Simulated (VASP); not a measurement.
# GaN (P6_3mc) in VASP: a series of runs

The runs below take GaN through phonons, with PBE.

Program: VASP 6.6.1. These are calculated values, not measurements. Logs are shortened: lines on timing, memory, paths and dates and some standing lists are left out, and cuts for length are marked.

### Step 1. The structure

It takes space group P6_3mc (No. 186, hexagonal). The conventional cell has a = 3.218 Å, b = 3.218 Å, c = 5.244 Å, α = 90.00°, β = 90.00°, γ = 120.00°. Ga (site symmetry 3m) has 4 N at 1.97 to 1.98 Å as nearest neighbours. N (site symmetry 3m) has 4 Ga at 1.97 to 1.98 Å as nearest neighbours.

### Step 2. Phonons, PBE

The input, POSCAR:

```
GaN
1.0
    3.2177254906      0.0000000000      0.0000000000
   -1.6088627453      2.7866320131     -0.0000000000
    0.0000000000      0.0000000000      5.2440545516
  Ga              N
     2     2
Direct
     0.3333333300000021    0.6666666699999979    0.9991860844779346
     0.6666666699999979    0.3333333300000021    0.4991860844779346
     0.3333333300000021    0.6666666699999979    0.3758139155220654
     0.6666666699999979    0.3333333300000021    0.8758139155220654
```

The input, INCAR.step1:

```
SYSTEM = GaN
ALGO     = Normal         ! electronic algorithm
EDIFF    = 1E-8           ! SCF threshold, eV
EDIFFG   = -0.002         ! ionic threshold
ENCUT    = 600            ! plane-wave cutoff, eV
GGA      = PE             ! functional
IBRION   = 2              ! ionic algorithm
ISIF     = 3              ! what is computed and relaxed
ISMEAR   = 0              ! smearing method
KPAR     = 2            
LASPH    = .TRUE.         ! aspherical terms in the spheres
LCHARG   = .FALSE.        ! write CHGCAR
LREAL    = .FALSE.        ! projectors in reciprocal space
LWAVE    = .FALSE.        ! write WAVECAR
NELM     = 80             ! most SCF steps
NSW      = 40             ! ionic steps
PREC     = Accurate       ! precision mode
SIGMA    = 0.03           ! smearing width, eV
```

The input, INCAR.step2:

```
SYSTEM = GaN
ALGO     = Normal         ! electronic algorithm
EDIFF    = 1E-8           ! SCF threshold, eV
ENCUT    = 600            ! plane-wave cutoff, eV
GGA      = PE             ! functional
IBRION   = 6              ! ionic algorithm
ISIF     = 2              ! what is computed and relaxed
ISMEAR   = 0              ! smearing method
KPAR     = 2            
LASPH    = .TRUE.         ! aspherical terms in the spheres
LCHARG   = .FALSE.        ! write CHGCAR
LEPSILON = .TRUE.         ! dielectric tensor by DFPT
LREAL    = .FALSE.        ! projectors in reciprocal space
LWAVE    = .FALSE.        ! write WAVECAR
NELM     = 80             ! most SCF steps
NFREE    = 2            
NSW      = 1              ! ionic steps
POTIM    = 0.015          ! step
PREC     = Accurate       ! precision mode
SIGMA    = 0.03           ! smearing width, eV
```

The input, KPOINTS:

```
k-points
0
G
  18 18 9
  0 0 0
```

Potentials or basis: VASP PAW PBE potentials, release 64 (Ga_d, N).

On the command line:

```console
$ cat potpaw_PBE.64/Ga_d/POTCAR potpaw_PBE.64/N/POTCAR > POTCAR
$ cp INCAR.step1 INCAR
$ mpirun -np 2 vasp_std > vasp.out
$ cp CONTCAR POSCAR
$ cp INCAR.step2 INCAR
$ mpirun -np 2 vasp_std > vasp.out
```

OUTCAR:

```text
SYSTEM = GaN
   EDIFF = 1E-8
   ENCUT = 600
   GGA = PE
   IBRION = 6
   ISIF = 2
   ISMEAR = 0
   LASPH = .TRUE.
   LEPSILON = .TRUE.
   LREAL = .FALSE.
   NELM = 80
   NFREE = 2
   NSW = 1
   POTIM = 0.015
   PREC = Accurate

 ion  position               nearest neighbor table
   1  0.333  0.667  0.999-   4 1.97   4 1.97   4 1.97   3 1.98
   2  0.667  0.333  0.499-   3 1.97   3 1.97   3 1.97   4 1.98
   3  0.333  0.667  0.376-   2 1.97   2 1.97   2 1.97   1 1.98
   4  0.667  0.333  0.876-   1 1.97   1 1.97   1 1.97   2 1.98

  LATTYP: Found a hexagonal cell.
 ALAT       =     3.2178428905
 C/A-ratio  =     1.6294664498

  Lattice vectors:

 A1 = (   3.2178428905,   0.0000000000,   0.0000000000)
 A2 = (  -1.6089214452,   2.7867336844,   0.0000000000)
 A3 = (   0.0000000000,   0.0000000000,   5.2433670307)

Analysis of symmetry for initial positions (statically):
=====================================================================
 Subroutine PRICEL returns:
 Original cell was already a primitive cell.

 Routine SETGRP: Setting up the symmetry group for a
 hexagonal supercell.

 Subroutine GETGRP returns: Found 12 space group operations
 (whereof  6 operations were pure point group operations)
 out of a pool of 24 trial point group operations.

The static configuration has the point symmetry C_3v.
 The point group associated with its full space group is C_6v.

Analysis of symmetry for dynamics (positions and initial velocities):
=====================================================================
 Subroutine PRICEL returns:
 Original cell was already a primitive cell.

 Routine SETGRP: Setting up the symmetry group for a
 hexagonal supercell.

 Subroutine GETGRP returns: Found 12 space group operations
 (whereof  6 operations were pure point group operations)
 out of a pool of 24 trial point group operations.

The dynamic configuration has the point symmetry C_3v.
 The point group associated with its full space group is C_6v.

 Subroutine INISYM returns: Found 12 space group operations
 (whereof  6 operations are pure point group operations),
 and found     1 'primitive' translations

----------------------------------------------------------------------------------------

                                     Primitive cell

  volume of cell :      47.0187

  direct lattice vectors                    reciprocal lattice vectors
     3.217842890  0.000000000  0.000000000     0.310767192  0.179421522  0.000000000
    -1.608921445  2.786733684  0.000000000     0.000000000  0.358843045  0.000000000
     0.000000000  0.000000000  5.243367031     0.000000000  0.000000000  0.190717147

  length of vectors
     3.217842890  3.217842887  5.243367031     0.358843044  0.358843045  0.190717147

  position of ions in fractional coordinates (direct lattice)
     0.333333330  0.666666670  0.999164323
     0.666666670  0.333333330  0.499164323
     0.333333330  0.666666670  0.375835677
     0.666666670  0.333333330  0.875835677

  ion indices of the primitive-cell ions
   primitive index   ion index
                 1           1
                 2           2
                 3           3
                 4           4

----------------------------------------------------------------------------------------

[... 160 lines left out ...]

 PIEZOELECTRIC TENSOR FIELD DIRECTION 3  (C/m^2)
 -----------------------------------------------------------------------------
     0.51606  0.00000  0.00000
     0.00000  0.51606 -0.00000
    -0.00000  0.00000 -1.04508

 MACROSCOPIC STATIC DIELECTRIC TENSOR (including local field effects in DFT)
 ------------------------------------------------------
           5.897517     0.000000    -0.000000
           0.000000     5.897517     0.000000
          -0.000000     0.000000     6.089247
 ------------------------------------------------------

 PIEZOELECTRIC TENSOR (including local field effects)  for field in x, y, z        (e  Angst)
          XX          YY          ZZ          XY          YZ          ZX
  --------------------------------------------------------------------------------
  x     0.00000     0.00000     0.00000     0.00000     0.00000     1.63563
  y     0.00000     0.00000    -0.00000     0.00000     1.63563     0.00000
  z     1.51446     1.51446    -3.06697     0.00000     0.00000     0.00000

 PIEZOELECTRIC TENSOR (including local field effects)  for field in x, y, z        (C/m^2)
          XX          YY          ZZ          XY          YZ          ZX
  --------------------------------------------------------------------------------
  x     0.00000     0.00000     0.00000     0.00000     0.00000     0.55735
  y     0.00000     0.00000    -0.00000     0.00000     0.55735     0.00000
  z     0.51606     0.51606    -1.04508     0.00000     0.00000     0.00000

 BORN EFFECTIVE CHARGES (including local field effects) (in |e|, cummulative output)
 ---------------------------------------------------------------------------------
 ion    1
    1     2.63173     0.00000     0.00000
    2     0.00000     2.63173     0.00000
    3     0.00000     0.00000     2.77422
 ion    2
    1     2.63173     0.00000    -0.00000
    2     0.00000     2.63173     0.00000
    3     0.00000     0.00000     2.77422
 ion    3
    1    -2.63173     0.00000     0.00000
    2     0.00000    -2.63173    -0.00000
    3     0.00000     0.00000    -2.77422
 ion    4
    1    -2.63173     0.00000     0.00000
    2     0.00000    -2.63173    -0.00000
    3     0.00000     0.00000    -2.77422
[... 267 lines left out ...]
--------------------------------------- Ionic step        9  -------------------------------------------

 number of electron      36.0000003 magnetization

 Free energy of the ion-electron system (eV)
  ---------------------------------------------------
  ext. energy  EPLUGINS =         0.00000000
  ---------------------------------------------------
  free energy    TOTEN  =       -24.32901882 eV

  energy without entropy =      -24.32901882  energy(sigma->0) =      -24.32901882

 E-fermi :   5.1991     XC(G=0): -11.5170

 val. band max:        5.0204853992   @ k =   0.0000   0.0000   0.0000
 cond. band min:       6.7271331336   @ k =   0.0000   0.0000   0.0000
 fundamental gap:      1.7066477344
 Fermi energy:         5.1991367904

 k-point     1 :       0.0000    0.0000    0.0000
  band No.  band energies     occupation
      1     -10.7265      2.00000
      2      -9.8985      2.00000
      3      -8.4124      2.00000
      4      -8.3949      2.00000
      5      -8.3949      2.00000
      6      -8.3369      2.00000
[... 589 lines left out ...]
     21      10.9591      0.00000
     22      13.2664      0.00000

 [... further k-points ...]
[... 5 lines left out ...]
  --------------------------------------------------------------------------------------
  -------------------------------------------------------------------------------------
  Total       -0.0647823     -0.0647823      0.1322269      0.0000000     -0.0000000      0.0000000
  in kB       -2.2074774     -2.2074774      4.5056742      0.0000000     -0.0000000      0.0000000
  external PRESSURE =       0.0302398 kB  Pullay stress =       0.0000000 kB
[... 19 lines left out ...]
  FREE ENERGIE OF THE ION-ELECTRON SYSTEM (eV)
  ---------------------------------------------------
  free  energy   TOTEN  =       -24.3290188217 eV

  energy  without entropy=      -24.3290188217  energy(sigma->0) =      -24.32901882

 INTERNAL STRAIN TENSORS FROM DISPLACED ATOMS
 ============================================

 INTERNAL STRAIN TENSOR FOR ION    1 for displacements in x,y,z  (eV/Angst):
          X           Y           Z          XY          YZ          ZX
  --------------------------------------------------------------------------------
  x    -0.00000    -0.00000    -0.00000    -6.80360    -0.00000    -4.62785
  y    -6.80360     6.80360     0.00000    -0.00000    -4.62783     0.00000
  z    -4.44406    -4.44406     8.36674     0.00000     0.00000     0.00000

 INTERNAL STRAIN TENSOR FOR ION    4 for displacements in x,y,z  (eV/Angst):
          X           Y           Z          XY          YZ          ZX
  --------------------------------------------------------------------------------
  x     0.00000     0.00000    -0.00000     8.23202    -0.00000     4.63014
  y     8.23202    -8.23202     0.00000     0.00000     4.63012     0.00000
  z     4.46531     4.46531    -8.34572     0.00000     0.00000     0.00000

 Eigenvectors and eigenvalues of the dynamical matrix
 ----------------------------------------------------

   1 f  =   19.616476 THz   123.253954 2PiTHz  654.335208 cm-1    81.127190 meV
             X         Y         Z           dx          dy          dz
     -0.000000  1.857822  5.238985     0.000000    0.000000    0.026600
      1.608921  0.928911  2.617302     0.000000    0.000000   -0.026600
     -0.000000  1.857822  1.970644     0.000000    0.000000   -0.706606
      1.608921  0.928911  4.592328    -0.000000   -0.000000    0.706606
[... 71 lines left out ...]
  12 f/i=    0.003224 THz     0.020258 2PiTHz    0.107545 cm-1     0.013334 meV
             X         Y         Z           dx          dy          dz
     -0.000000  1.857822  5.238985     0.000000   -0.000000    0.645217
      1.608921  0.928911  2.617302     0.000000   -0.000000    0.645217
     -0.000000  1.857822  1.970644     0.000000   -0.000000    0.289300
      1.608921  0.928911  4.592328     0.000000   -0.000000    0.289300

--------------------------------------------------------------------------------------------------------

 MACROSCOPIC STATIC DIELECTRIC TENSOR IONIC CONTRIBUTION
 ------------------------------------------------------
           4.578266     0.000000     0.000000
           0.000000     4.578266     0.000000
           0.000000     0.000000     5.558944
 ------------------------------------------------------

 ELASTIC MODULI CONTR FROM IONIC RELAXATION (kBar)
 Direction    XX          YY          ZZ          XY          YZ          ZX
 --------------------------------------------------------------------------------
 XX        -492.4967    238.6808    238.0578      0.0000      0.0000     -0.0000
 YY         238.6808   -492.4967    238.0578     -0.0000      0.0000      0.0000
 ZZ         238.0578    238.0578   -446.5561      0.0000      0.0000      0.0000
 XY           0.0000     -0.0000      0.0000   -365.5888     -0.0000      0.0000
 YZ          -0.0000     -0.0000      0.0000     -0.0000   -125.4098     -0.0000
 ZX          -0.0000      0.0000      0.0000      0.0000     -0.0000   -125.4106
 --------------------------------------------------------------------------------

 PIEZOELECTRIC TENSOR IONIC CONTR  for field in x, y, z        (C/m^2)
          XX          YY          ZZ          XY          YZ          ZX
  --------------------------------------------------------------------------------
  x    -0.00000     0.00000     0.00000    -0.00000    -0.00000    -0.71300
  y    -0.00000    -0.00000     0.00000    -0.00000    -0.71300    -0.00000
  z    -0.79034    -0.79034     1.48254    -0.00000    -0.00000    -0.00000
```

Wall time 1.6 h (2 MPI ranks of Intel Xeon Platinum 8259CL at 2.50GHz (Skylake/Cascade Lake), shared host); peak memory 2.4 GiB.

What came out:

```yaml
Electronic_dielectric_tensor_diagonal: 5.90, 5.90, 6.09
Born_charges_mean_of_the_diagonal: Ga +2.68; N -2.68 e
Highest_phonon_frequency_at_Γ_LO-TO_splitting_left_out: 654 cm⁻¹
```

Phonon frequencies in cm⁻¹ (negative: imaginary):
| q point | frequencies |
| --- | --- |
| (0.000, 0.000, 0.000) | 0 0 0 136 136 319 498 521 521 529 529 654 |

Electronic dielectric tensor:
```
5.90 0.00 0.00
0.00 5.90 0.00
0.00 0.00 6.09
```

Born effective charge tensors (e):
atom 1, Ga
```
2.63 0.00 0.00
0.00 2.63 0.00
0.00 0.00 2.77
```
atom 2, Ga
```
2.63 0.00 0.00
0.00 2.63 0.00
0.00 0.00 2.77
```
atom 3, N
```
-2.63  0.00  0.00
 0.00 -2.63  0.00
 0.00  0.00 -2.77
```
atom 4, N
```
-2.63  0.00  0.00
 0.00 -2.63  0.00
 0.00  0.00 -2.77
```

### Step 3. Phonons, PBE

The input, POSCAR:

```
GaN
1.0
    3.2177254914      0.0000000000      0.0000000000
   -1.6088627457      2.7866320138      0.0000000000
    0.0000000000      0.0000000000      5.2440545542
  Ga              N
     2     2
Direct
     0.3333333300000021    0.6666666699999979    0.9991860844447912
     0.6666666699999979    0.3333333300000021    0.4991860844447912
     0.3333333300000021    0.6666666699999979    0.3758139155552088
     0.6666666699999979    0.3333333300000021    0.8758139155552088
```

The input, INCAR.step1:

```
  ALGO = Normal
  EDIFF = 1E-8
  EDIFFG = -0.002
  ENCUT = 600
  GGA = PE
  IBRION = 2
  ISIF = 3
  ISMEAR = 0
  KPAR = 2
  LASPH = True
  LCHARG = False
  LREAL = False
  LWAVE = False
  NELM = 80
  NSW = 40
  PREC = Accurate
  SIGMA = 0.03
```

The input, INCAR.step2:

```
  ALGO = Normal
  EDIFF = 1E-8
  ENCUT = 600
  GGA = PE
  IBRION = 6
  ISIF = 2
  ISMEAR = 0
  KPAR = 2
  LASPH = True
  LCHARG = False
  LEPSILON = True
  LREAL = False
  LWAVE = False
  NELM = 80
  NFREE = 2
  NSW = 1
  POTIM = 0.015
  PREC = Accurate
  SIGMA = 0.03
```

The input, KPOINTS:

```
k-points
0
Gamma
  18 18 9
```

Potentials or basis: VASP PAW PBE potentials, release 64 (Ga_d, N).

On the command line:

```console
$ cat potpaw_PBE.64/Ga_d/POTCAR potpaw_PBE.64/N/POTCAR > POTCAR
$ cp INCAR.step1 INCAR
$ mpirun -np 2 vasp_std > vasp.out
$ cp CONTCAR POSCAR
$ cp INCAR.step2 INCAR
$ mpirun -np 2 vasp_std > vasp.out
```

OUTCAR:

```text
EDIFF = 1E-8
   ENCUT = 600
   GGA = PE
   IBRION = 6
   ISIF = 2
   ISMEAR = 0
   LASPH = True
   LEPSILON = True
   LREAL = False
   NELM = 80
   NFREE = 2
   NSW = 1
   POTIM = 0.015
   PREC = Accurate

 ion  position               nearest neighbor table
   1  0.333  0.667  0.999-   4 1.97   4 1.97   4 1.97   3 1.98
   2  0.667  0.333  0.499-   3 1.97   3 1.97   3 1.97   4 1.98
   3  0.333  0.667  0.376-   2 1.97   2 1.97   2 1.97   1 1.98
[... 1303 lines left out ...]
     -0.000000  1.857822  5.238985    -0.000000    0.000000    0.645217
      1.608921  0.928911  2.617302    -0.000000    0.000000    0.645217
     -0.000000  1.857822  1.970644    -0.000000    0.000000    0.289300
      1.608921  0.928911  4.592328    -0.000000    0.000000    0.289300

--------------------------------------------------------------------------------------------------------

 MACROSCOPIC STATIC DIELECTRIC TENSOR IONIC CONTRIBUTION
 ------------------------------------------------------
           4.578267     0.000000     0.000000
           0.000000     4.578267    -0.000000
           0.000000    -0.000000     5.558945
 ------------------------------------------------------

 ELASTIC MODULI CONTR FROM IONIC RELAXATION (kBar)
 Direction    XX          YY          ZZ          XY          YZ          ZX
 --------------------------------------------------------------------------------
 XX        -492.4966    238.6809    238.0576     -0.0000     -0.0000      0.0000
 YY         238.6809   -492.4965    238.0576      0.0000      0.0000     -0.0000
 ZZ         238.0576    238.0576   -446.5559     -0.0000     -0.0000      0.0000
 XY          -0.0000      0.0000     -0.0000   -365.5887      0.0000     -0.0000
 YZ          -0.0000      0.0000     -0.0000      0.0000   -125.4098     -0.0000
 ZX           0.0000     -0.0000      0.0000     -0.0000     -0.0000   -125.4106
 --------------------------------------------------------------------------------

 PIEZOELECTRIC TENSOR IONIC CONTR  for field in x, y, z        (C/m^2)
          XX          YY          ZZ          XY          YZ          ZX
  --------------------------------------------------------------------------------
  x     0.00000    -0.00000     0.00000     0.00000    -0.00000    -0.71300
  y    -0.00000     0.00000    -0.00000     0.00000    -0.71300    -0.00000
  z    -0.79034    -0.79034     1.48254     0.00000     0.00000    -0.00000
```

OUTCAR.step1:

```text
EDIFF = 1E-8
   EDIFFG = -0.002
   ENCUT = 600
   GGA = PE
   IBRION = 2
   ISIF = 3
   ISMEAR = 0
   LASPH = True
   LREAL = False
[... 884 lines left out ...]
     -0.00000      1.85782      1.97064         0.000000     -0.000000      0.001327
      1.60892      0.92891      4.59233        -0.000000      0.000000      0.001327
 -----------------------------------------------------------------------------------
    total drift:                               -0.000010      0.000007      0.000366

  FREE ENERGIE OF THE ION-ELECTRON SYSTEM (eV)
  ---------------------------------------------------
  free  energy   TOTEN  =       -24.3309129069 eV

  energy  without entropy=      -24.3309129069  energy(sigma->0) =      -24.33091291

 reached required accuracy - stopping structural energy minimisation
```

OSZICAR.step1:

```text
N       E                     dE             d eps       ncg     rms          rms(c)
DAV:   1     0.294821590089E+03    0.29482E+03   -0.20107E+04  8514   0.329E+03
DAV:   2     0.113637277002E+02   -0.28346E+03   -0.27442E+03  8884   0.565E+02
DAV:   3    -0.265433840907E+02   -0.37907E+02   -0.37422E+02  9364   0.164E+02
[... 16 lines left out ...]
DAV:   1    -0.243309177615E+02   -0.66999E-05   -0.30462E-04  9102   0.169E-01    0.150E-02
DAV:   2    -0.243309146153E+02    0.31463E-05   -0.16634E-05 10298   0.733E-02    0.846E-03
DAV:   3    -0.243309128717E+02    0.17435E-05   -0.36636E-06 13186   0.268E-02    0.140E-03
DAV:   4    -0.243309129002E+02   -0.28487E-07   -0.67458E-07  8504   0.798E-03    0.498E-04
DAV:   5    -0.243309129069E+02   -0.66275E-08   -0.45032E-08  9702   0.283E-03
   2 F= -.24330913E+02 E0= -.24330913E+02  d E =-.185163E-05
```

Run time: 50 min. Hardware: 2 MPI ranks of AMD EPYC 9R45 (Zen 5), shared host; peak memory 2.3 GiB.

What came out:

* Electronic dielectric tensor (diagonal): 5.90, 5.90, 6.09
* Born charges (mean of the diagonal): Ga +2.68; N -2.68 e
* Highest phonon frequency at Γ, LO-TO splitting left out: 654 cm⁻¹

Phonon frequencies in cm⁻¹ (negative: imaginary):
```csv
q point,frequencies
"(0.000, 0.000, 0.000)",0 0 0 136 136 319 498 521 521 529 529 654
```

Electronic dielectric tensor:
```
5.90 0.00 0.00
0.00 5.90 0.00
0.00 0.00 6.09
```

Born effective charge tensors (e):
atom 1, Ga
```
2.63 0.00 0.00
0.00 2.63 0.00
0.00 0.00 2.77
```
atom 2, Ga
```
2.63 0.00 0.00
0.00 2.63 0.00
0.00 0.00 2.77
```
atom 3, N
```
-2.63  0.00  0.00
 0.00 -2.63  0.00
 0.00  0.00 -2.77
```
atom 4, N
```
-2.63  0.00  0.00
 0.00 -2.63  0.00
 0.00  0.00 -2.77
```
